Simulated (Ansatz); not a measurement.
Isolated molecules relaxed with PBE0-D4/def2-TZVP in Ansatz; ΔE leaves out vibrations. CCSD(T)/CBS is the MP2 limit (def2-TZVPP, def2-QZVPP) plus CCSD(T) − MP2 in def2-TZVPP, frozen cores. DFT in def2-TZVPP. Elements past krypton have def2 core potentials. For Sb outer-core shells are correlated without core-valence functions, which leaves a few kJ/mol of doubt a bond. One conformer a species, not always the lowest.

`[SiH3][NH][SbH2]` + `CCCS` → `S[CH2][SbH2]` + `CCN[SiH3]`  (formal exchange of groups at the Sb–N bond)

`[SiH3][NH][SbH2]`:

Z-matrix (Å, degrees):
```
Si
N 1 1.720
H 1 1.489 2 108.9
H 1 1.492 2 113.7 3 120.6
H 1 1.487 2 108.8 3 -120.1
Sb 2 2.028 1 126.1 3 172.9
H 2 1.008 1 118.1 3 -28.8
H 6 1.720 2 96.6 1 37.4
H 6 1.713 2 94.5 1 -53.2
```

`CCCS`:

Cartesian coordinates in Å:
```
C 1.082 -0.319 0.745
C 0.508 0.530 -0.374
C -0.863 0.079 -0.848
S -2.199 0.254 0.366
H 1.136 -1.372 0.455
H 0.471 -0.248 1.648
H 2.091 0.006 1.007
H 1.184 0.501 -1.238
H 0.449 1.575 -0.057
H -1.193 0.692 -1.690
H -0.839 -0.956 -1.198
H -1.826 -0.742 1.184
```

`S[CH2][SbH2]`:

```xyz
8

S    -0.227   -0.206   -1.903
C    -0.495   -0.014   -0.134
Sb    1.221   -0.860    0.910
H    -1.363    0.369   -2.334
H    -1.371   -0.573    0.195
H    -0.592    1.033    0.147
H     0.656   -0.293    2.423
H     2.172    0.544    0.697
```

`CCN[SiH3]`:

Z-matrix (Å, degrees):
```
C
C 1 1.516
H 1 1.092 2 110.6
H 1 1.093 2 111.0 3 120.8
H 1 1.094 2 110.8 3 -119.6
N 2 1.449 1 111.9 3 58.7
H 2 1.096 1 109.3 3 -60.7
H 2 1.100 1 109.4 3 -176.5
Si 6 1.715 2 123.6 1 -150.6
H 6 1.009 2 113.3 1 55.1
H 9 1.488 6 108.6 2 54.2
H 9 1.496 6 115.4 2 -65.4
H 9 1.486 6 107.4 2 174.2
```

```tsv
species	ωB97X-V energy (Eh)
`[SiH3][NH][SbH2]`	-588.06062
`CCCS`	-517.29215
`S[CH2][SbH2]`	-679.47040
`CCN[SiH3]`	-425.86155
```

(1) Work out ΔE.

Largest T1 diagnostic among the species: 0.013.

## Answers

(1) ΔE = (-679.47040) + (-425.86155) − (-588.06062) − (-517.29215) = 0.02082 Eh = +13.1 kcal/mol. CCSD(T)/CBS gives +13.0 kcal/mol.
